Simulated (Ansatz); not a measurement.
CoPdO2, 4 atoms in the cell. Symmetry: R-3m, No. 166, trigonal system. Conventional cell: a = 2.863 Å, b = 2.863 Å, c = 17.873 Å, α = 90.00°, β = 90.00°, γ = 120.00°. Around Pd (site symmetry -3m) lie 2 O at 2.01 Å. Co (site symmetry -3m) has 6 O at 1.92 Å as nearest neighbours. O (site symmetry 3m) has 3 Co at 1.92 Å and 1 Pd at 2.01 Å as nearest neighbours. The cell is a database's computed one.

```yaml
Program: Ansatz 0.2.0
Task: relaxation of cell and atoms
Functional: PBEsol
Potentials_or_basis: Ansatz PAW
Cutoff: "420 eV (not typed: the program's choice for these potentials)"
k_mesh: 11 × 11 × 11
Occupations: fermi-dirac, width 0.05 eV
Spin: collinear spin, ferromagnetic start
Starting_moments: "[0.0, 2.0, 0.0, 0.0] μB"
```

Potentials or basis: Ansatz PAW.

Launch:

```sh
$ ansatz run input.yaml --threads 2 --pin off --max-ram 5632MiB --backend cpu --events-out ev --progress --plain --runs-dir out
```

Hardware: 2 threads of Intel(R) Xeon(R) Processor @ 2.50GHz (Skylake/Cascade Lake) (shared host).

**Question.** How long does it take, and how much memory?

**Answer.** Run time: 3.2 min on 2 threads of Intel(R) Xeon(R) Processor @ 2.50GHz (Skylake/Cascade Lake), on a shared host, peak memory 0.6 GiB. Counts: scf iterations 79, plane waves 793, k points 146, bands 30, ion steps 8.
